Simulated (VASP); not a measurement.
Runs of VASP 6.6.1 on CdSe. Symmetry: F-43m, No. 216, cubic system. Conventional cell: a = 6.197 Å, b = 6.197 Å, c = 6.197 Å, α = 90.00°, β = 90.00°, γ = 90.00°. Cd (site symmetry -43m) has 4 Se at 2.68 Å as nearest neighbours. Se (site symmetry -43m) is surrounded by 4 Cd at 2.68 Å. Measurements of this composition are mostly on another form, of space group No. 186.

```tsv
task	level	cell	cutoff (eV)	gap on the mesh (eV)	pressure (GPa)	relaxed volume (Å³/atom)
relaxation of cell and atoms	PBEsol	relaxed	600	0.47	0.0	28.28
relaxation of cell and atoms	PBE	relaxed	600	0.48	0.0	(a)
single point	PBEsol	F-43m, 28.13 Å³/atom	520	0.48	0.3	-
single point	PBE	F-43m, 29.75 Å³/atom	520	0.49	(b)	-
```

Alike in all rows: potentials or basis VASP PAW PBE potentials, release 64 (Cd, Se); no spin polarisation; k mesh 6 × 6 × 6; smearing fermi-dirac 0.02 eV.

Problem. Fill in the values left out.

Solution. (a) 29.88; (b) 0.2.

Caveats: the PAW data sets were made with another functional, which shifts forces and pressure a little (some runs).

A k mesh can miss the band edges, and the runs leave out spin-orbit coupling on Cd, Se.
